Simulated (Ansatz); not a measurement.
Mercury, alpha-Hg (rhombohedral): convergence with Gaussian smearing

Computed with Ansatz, LDA, scalar-relativistic PAW, on the relaxed cell (a = 3.493 Å, c = 6.444 Å (c/a = 1.845); spin not included). Errors count from a run at 420 eV on a Γ-centred 19×19×19 mesh with Fermi-Dirac smearing of 0.1 eV, extrapolated to zero width. Fixed here: cutoff 420 eV, mesh 11×11×11. The SCF starts from atomic densities corrected by a trained network.

| width (eV) | E(σ→0) error (meV/atom) | F error (meV/atom) | P (GPa) | SCF iterations |
| --- | --- | --- | --- | --- |
| 0.01 | -2.5 | -2.5 | 0.19 | 6 |
| 0.03 | -2.6 | -2.7 | 0.19 | 6 |
| 0.1 | -2.7 | -3.3 | 0.13 | 6 |
| 0.2 | -2.5 | -5.3 | 0.02 | 6 |
| 0.3 | -2.4 | -8.8 | -0.03 | 6 |
| 0.6 | -2.3 | -27.6 | -0.05 | 6 |
| 1.0 | 0.7 | -74.2 | 0.05 | 6 |
